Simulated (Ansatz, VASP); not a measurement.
**Si6H4C: VASP beside Ansatz**

Wanted: the spread between two codes on one cell, functional and k mesh. The cell is taken from a series of runs on this material, whose earlier steps may have relaxed, scaled, displaced or heated it; both programs get it as it stands.

Calculated with Ansatz 0.2.0; plane waves, with VASP 6.6.1 beside it; PBE.

## (1) Starting point

The cell holds 44 atoms: 16 H, 4 C and 24 Si. Its edges and angles: a = 7.679 Å, b = 7.679 Å, c = 24.694 Å, α = 90.0°, β = 90.0°, γ = 60.0°. It derives from Si. As first built, before any earlier steps moved the atoms or strained the cell (in the runner's words): kind terminated face; group CH3; share_of_top_atoms 1; rest H; oxygen_in_back_bonds 0; lower_face H. Vacuum lies along c.

Coordinates:

```cif
data_structure
_symmetry_space_group_name_H-M 'P 1'
_symmetry_Int_Tables_number 1
_cell_length_a 7.6792
_cell_length_b 7.6792
_cell_length_c 24.6938
_cell_angle_alpha 90.000
_cell_angle_beta 90.000
_cell_angle_gamma 60.000
_cell_volume 1261.10
loop_
_atom_site_label
_atom_site_type_symbol
_atom_site_fract_x
_atom_site_fract_y
_atom_site_fract_z
_atom_site_occupancy
H1 H 0.12162 0.02104 0.72391 1
H2 H 0.85746 0.12157 0.72392 1
H3 H 0.02110 0.85741 0.72392 1
H4 H 0.62162 0.02104 0.72391 1
H5 H 0.35746 0.12157 0.72392 1
H6 H 0.52110 0.85741 0.72392 1
H7 H 0.12162 0.52104 0.72391 1
H8 H 0.85746 0.62157 0.72392 1
H9 H 0.02110 0.35741 0.72392 1
H10 H 0.62162 0.52104 0.72391 1
H11 H 0.35746 0.62157 0.72392 1
H12 H 0.52110 0.35741 0.72392 1
H13 H 0.00000 0.00000 0.28347 1
H14 H 0.50000 0.00000 0.28347 1
H15 H 0.00000 0.50000 0.28347 1
H16 H 0.50000 0.50000 0.28347 1
C17 C 0.00005 0.00001 0.70801 1
C18 C 0.50005 0.00001 0.70801 1
C19 C 0.00005 0.50001 0.70801 1
C20 C 0.50005 0.50001 0.70801 1
Si21 Si 0.00002 0.00000 0.63036 1
Si22 Si 0.50002 0.00000 0.63036 1
Si23 Si 0.00002 0.50000 0.63036 1
Si24 Si 0.50002 0.50000 0.63036 1
Si25 Si 0.83336 0.33334 0.59787 1
Si26 Si 0.33336 0.33334 0.59787 1
Si27 Si 0.83336 0.83334 0.59787 1
Si28 Si 0.33336 0.83334 0.59787 1
Si29 Si 0.83335 0.33333 0.50225 1
Si30 Si 0.33335 0.33333 0.50225 1
Si31 Si 0.83335 0.83333 0.50225 1
Si32 Si 0.33335 0.83333 0.50225 1
Si33 Si 0.16668 0.16667 0.46993 1
Si34 Si 0.66668 0.16667 0.46993 1
Si35 Si 0.16668 0.66667 0.46993 1
Si36 Si 0.66668 0.66667 0.46993 1
Si37 Si 0.16667 0.16667 0.37434 1
Si38 Si 0.66667 0.16667 0.37434 1
Si39 Si 0.16667 0.66667 0.37434 1
Si40 Si 0.66667 0.66667 0.37434 1
Si41 Si 0.00000 0.00000 0.34260 1
Si42 Si 0.50000 0.00000 0.34260 1
Si43 Si 0.00000 0.50000 0.34260 1
Si44 Si 0.50000 0.50000 0.34260 1
```

## (2) VASP: single point, PBE

With cell and atoms fixed, the geometry can't cause a difference; cores, projectors, grids and the points listed under the comparison can.

Lines of VASP's logs that name or quote its potential files are left out, and so is its time.

INCAR

```
SYSTEM = Si6H4C
PREC = Accurate
ENCUT = 520
EDIFF = 1E-06
NELM = 120
ISMEAR = -1
SIGMA = 0.02
LREAL = Auto
ALGO = Normal
GGA = PE
NBANDS = 94
LORBIT = 11
LWAVE = .FALSE.
LCHARG = .FALSE.
ISIF = 2
LDIPOL = .TRUE.
IDIPOL = 3
DIPOL = 0.5 0.5 0.567
LVHAR = .TRUE.
LASPH = .TRUE.
GGA_COMPAT = .FALSE.
EFERMI = MIDGAP
NELMDL = -8
```

POSCAR

```
Si6H4C
1.0
    7.6791796437      0.0000000000      0.0000000000
    3.8395898218      6.6503646517      0.0000000000
    0.0000000000      0.0000000000     24.6937769138
H C Si
16 4 24
Direct
    0.1216183681      0.0210441114      0.7239062250
    0.8574582281      0.1215693239      0.7239164363
    0.0210951684      0.8574075900      0.7239151968
    0.6216183681      0.0210441114      0.7239062250
    0.3574582281      0.1215693239      0.7239164363
    0.5210951684      0.8574075900      0.7239151968
    0.1216183681      0.5210441114      0.7239062250
    0.8574582281      0.6215693239      0.7239164363
    0.0210951684      0.3574075900      0.7239151968
    0.6216183681      0.5210441114      0.7239062250
    0.3574582281      0.6215693239      0.7239164363
    0.5210951684      0.3574075900      0.7239151968
    0.0000000000      0.0000000000      0.2834722300
    0.5000000000      0.0000000000      0.2834722300
    0.0000000000      0.5000000000      0.2834722300
    0.5000000000      0.5000000000      0.2834722300
    0.0000486201      0.0000067044      0.7080087160
    0.5000486201      0.0000067044      0.7080087160
    0.0000486201      0.5000067044      0.7080087160
    0.5000486201      0.5000067044      0.7080087160
    0.0000249387      0.0000041481      0.6303624527
    0.5000249387      0.0000041481      0.6303624527
    0.0000249387      0.5000041481      0.6303624527
    0.5000249387      0.5000041481      0.6303624527
    0.8333568204      0.3333370160      0.5978702905
    0.3333568204      0.3333370160      0.5978702905
    0.8333568204      0.8333370160      0.5978702905
    0.3333568204      0.8333370160      0.5978702905
    0.8333495896      0.3333347156      0.5022540688
    0.3333495896      0.3333347156      0.5022540688
    0.8333495896      0.8333347156      0.5022540688
    0.3333495896      0.8333347156      0.5022540688
    0.1666812441      0.1666677565      0.4699312340
    0.6666812441      0.1666677565      0.4699312340
    0.1666812441      0.6666677565      0.4699312340
    0.6666812441      0.6666677565      0.4699312340
    0.1666666670      0.1666666670      0.3743353240
    0.6666666670      0.1666666670      0.3743353240
    0.1666666670      0.6666666670      0.3743353240
    0.6666666670      0.6666666670      0.3743353240
    0.0000000000      0.0000000000      0.3425964380
    0.5000000000      0.0000000000      0.3425964380
    0.0000000000      0.5000000000      0.3425964380
    0.5000000000      0.5000000000      0.3425964380
```

KPOINTS

```
Automatic mesh
0
Gamma
3 3 1
0 0 0
```

The projector-augmented-wave data sets are H, C and Si (PBE family, release 64).

Started as:

```
export OMP_NUM_THREADS=3
mpirun -np 1 vasp_std
```

Numbers of over 12 decimals in the logs are rounded to 6 here.

Log:

```text
[banner, memory and clock lines left out]
running    1 mpi-ranks, on    1 nodes
[...]
Offloading initialized ...    1 GPUs detected
[...]
LDA part: xc-table for (Slater+PW92), standard interpolation
 POSCAR, INCAR and KPOINTS ok, starting setup
[...]
entering main loop
       N       E                     dE             d eps       ncg     rms          rms(c)
DAV:   1     0.585820216593E+03    0.58582E+03   -0.44103E+04   940   0.103E+03
DAV:   2    -0.153535500680E+03   -0.73936E+03   -0.70473E+03  1258   0.198E+02
DAV:   3    -0.233817809483E+03   -0.80282E+02   -0.79352E+02  1112   0.644E+01
DAV:   4    -0.238182916405E+03   -0.43651E+01   -0.43537E+01  1424   0.170E+01
[...]
DAV:  30    -0.223600192551E+03   -0.19090E-05   -0.63019E-08   808   0.441E-04    0.219E-04
DAV:  31    -0.223600193583E+03   -0.10321E-05   -0.39778E-08   804   0.345E-04    0.936E-05
DAV:  32    -0.223600194343E+03   -0.75987E-06   -0.38408E-08   802   0.298E-04
   1 F= -.22360019E+03 E0= -.22360019E+03  d E =-.106394E-11
```

From OUTCAR (step 2):

```text
  Total        6.6865054      6.6796231      3.8887668     -0.0000630     -0.0004301     -0.0020978
  in kB        8.4949724      8.4862287      4.9405429     -0.0000800     -0.0005464     -0.0026652
  external PRESSURE =       7.3072480 kB  Pullay stress =       0.0000000 kB

 POSITION                                       TOTAL-FORCE (eV/Angst)
 -----------------------------------------------------------------------------------
      1.01473      0.13995     17.87598         0.024779      0.003896      0.008027
      7.05135      0.80848     17.87623        -0.015451      0.019349      0.008025
      3.45409      5.70207     17.87620        -0.008715     -0.023205      0.008027
      4.85432      0.13995     17.87598         0.024779      0.003896      0.008027
      3.21176      0.80848     17.87623        -0.015451      0.019349      0.008025
      7.29368      5.70207     17.87620        -0.008715     -0.023205      0.008027
      2.93452      3.46513     17.87598         0.024779      0.003896      0.008027
      8.97115      4.13366     17.87623        -0.015451      0.019349      0.008025
      1.53429      2.37689     17.87620        -0.008715     -0.023205      0.008027
      6.77411      3.46513     17.87598         0.024779      0.003896      0.008027
      5.13156      4.13366     17.87623        -0.015451      0.019349      0.008025
      5.37388      2.37689     17.87620        -0.008715     -0.023205      0.008027
      0.00000      0.00000      7.00000         0.000308      0.000023     -0.762306
      3.83959      0.00000      7.00000         0.000308      0.000023     -0.762306
[...]
-----------------------------------------------------------------------------------
    total drift:                               -0.011609     -0.000837     -0.029798

  FREE ENERGIE OF THE ION-ELECTRON SYSTEM (eV)
  ---------------------------------------------------
  free  energy   TOTEN  =      -223.6001943428 eV

  energy  without entropy=     -223.6001943428  energy(sigma->0) =     -223.60019434

[... 3 further parts left out ...]
[key lines of the parts left out:]
E-fermi :   0.5975
```

(Part 1 of 2 ends here.)

[Lines on the potential files, build, host, timing and source positions are cut from VASP's logs without a mark.]

[Logs are printed without paths, hosts, clocks, repeated set-up lines and the standing remarks that a program may print on its own settings, such as how far it seeks lower states.]

[Hosts, paths, dates, database ids (printed as entryN), source tags and the programs' standing remarks are cut or masked in the printed files.]
